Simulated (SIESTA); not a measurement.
# HfO2 under changes of volume

One of the cells (10.912 Å³/atom); the others are scaled copies at fixed shape and fractional positions:

```
CELL_PARAMETERS angstrom
3.55802 0.00000 0.00000
0.00000 3.55802 0.00000
0.00000 0.00000 5.17186
ATOMIC_POSITIONS crystal
Hf 0.00000 0.00000 0.00000
Hf 0.50000 0.50000 0.50000
O 0.00000 0.50000 0.19721
O 0.50000 0.00000 0.30279
O 0.50000 0.00000 0.80279
O 0.00000 0.50000 0.69721
```

Measurements of this composition are mostly on another form, of space group No. 14.

```yaml
Program: SIESTA 5.4.2
Functional: LDA
Potentials_or_basis: PseudoDojo 0.4 standard (LDA files)
Basis: DZP (energy shift 0.003 Ry; two zetas on semicore shells)
Grid_cutoff: 800 Ry
Energy_shift: 0.003 Ry
k_mesh: 6 × 6 × 4
Occupations: fermi-dirac, width 0.05 eV
Spin: no spin polarisation
```

```csv
volume (Å³/atom),energy over the lowest point (meV/atom),pressure (GPa),gap on the mesh (eV),largest force (eV/Å)
10.257,22.07,14.7,4.63,0.533
10.476,6.73,8.0,4.57,0.398
10.694,0.00,2.0,4.50,0.276
10.912,1.02,-3.4,4.43,0.158
11.130,9.02,-8.3,4.37,0.049
11.349,23.32,-12.6,4.30,0.049
11.567,?,?,?,?
```

**Question.** What does the run at 11.567 Å³/atom give?

**Answer.** Energy over the lowest point 43.24 meV/atom; pressure -16.6 GPa; gap on the mesh 4.24 eV; largest force 0.143 eV/Å.

Worked out: A Birch-Murnaghan fit of order 3 (a polynomial in V^(-2/3)) to the other rows has its minimum at 10.77 Å³/atom with B0 = V·E''(V) = 270 GPa and B' = 4.1 at fixed shape and positions, which overstates the stiffness. It gives 43.25 meV/atom at 11.567 Å³/atom, against the run's 43.24, and -dE/dV = -16.6 GPa, against -16.6. A straight line through the other rows of the gap, of slope -3.28 eV per unit of ln V, extrapolates to 4.24 eV, against the run's 4.24.

Energies are extrapolated to zero smearing.

Caveats: short orbitals over semicore shells can move pressures by several GPa; spin-orbit coupling is left out, which moves the levels of the heavy elements; the basis of atomic orbitals isn't converged, which shifts pressures, moduli and gaps.

A mesh can miss the band edges.
